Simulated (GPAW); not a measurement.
Runs of GPAW 26.7.0 on AlCo3. The structure is cubic, space group Pm-3m (No. 221). The conventional cell has a = 3.575 Å, b = 3.575 Å, c = 3.575 Å, α = 90.00°, β = 90.00°, γ = 90.00°. Around Co (site symmetry 4/mmm) lie 8 Co at 2.53 Å and 4 Al at 2.53 Å. Al (site symmetry m-3m) is surrounded by 12 Co at 2.53 Å. The cell comes from a database or a generator and needn't be the stable form of this composition.

```tsv
task	level	U	cell	k mesh	band path	band points	optimizer	fmax	max steps	gap on the mesh (eV)	pressure (GPa)	moment (μB)	relaxed volume (Å³/atom)
band structure	PBEsol+U	Co d U = 8 eV	as given	8 × 8 × 8	GXMGRX,MR	100	-	-	-	-	32.3	5.92	-
relaxation of cell and atoms	PBEsol+D4	-	relaxed	6 × 6 × 6	-	-	BFGS	0.02 eV/Å	60	none	0.0	3.69	10.84
relaxation of cell and atoms	PBEsol	-	relaxed	6 × 6 × 6	-	-	BFGS	0.02 eV/Å	60	none	0.0	3.73	11.01
relaxation of cell and atoms	PBEsol+D3(BJ)+ATM	-	relaxed	6 × 6 × 6	-	-	BFGS	0.02 eV/Å	60	none	0.0	3.67	10.77
band structure	PBEsol+U	Co d U = 6 eV	as given	8 × 8 × 8	GXMGRX,MR	100	-	-	-	-	20.1	5.76	-
relaxation of cell and atoms	PBEsol+D3	-	relaxed	6 × 6 × 6	-	-	BFGS	0.02 eV/Å	60	none	-0.1	3.65	10.71
band structure	PBEsol	-	as given	8 × 8 × 8	GXMGRX,MR	100	-	-	-	-	-7.1	(b)	-
band structure	PBEsol+U	Co d U = 4 eV	as given	8 × 8 × 8	GXMGRX,MR	100	-	-	-	-	6.8	4.88	-
band structure	PBEsol+U	Co d U = 2 eV	as given	8 × 8 × 8	GXMGRX,MR	100	-	-	-	-	-0.2	4.63	-
band structure	PBEsol+U	Co d U = 3 eV	as given	8 × 8 × 8	GXMGRX,MR	100	-	-	-	-	4.2	(a)	-
relaxation of cell and atoms	PBEsol+D3(BJ)	-	relaxed	6 × 6 × 6	-	-	BFGS	0.02 eV/Å	60	none	0.0	3.65	10.71
band structure	PBEsol+U	Co d U = 1 eV	as given	8 × 8 × 8	GXMGRX,MR	100	-	-	-	-	-5.1	4.14	-
```

Alike in all rows: potentials or basis PAW data sets generated in the run's folder for this functional, pw; spin collinear, ferromagnetic start; cutoff (eV) 600; smearing fermi-dirac 0.05 eV.

Estimate the missing entries.

(a) 4.86; (b) 3.86.

Caveats: the U is typed as a test and isn't derived for this compound (some runs); each step starts from the last one's moments, so a moment once lost doesn't come back (some runs); later steps reuse the first step's grids (some runs); pairwise dispersion overbinds metals, which lowers pressure and volume (some runs); a pressure of tens of GPa on the cell as given is suspect, and the run, the potentials or the cell itself is likely at fault (some runs).

A gap of «none» marks a metal or a gap under the smearing width.
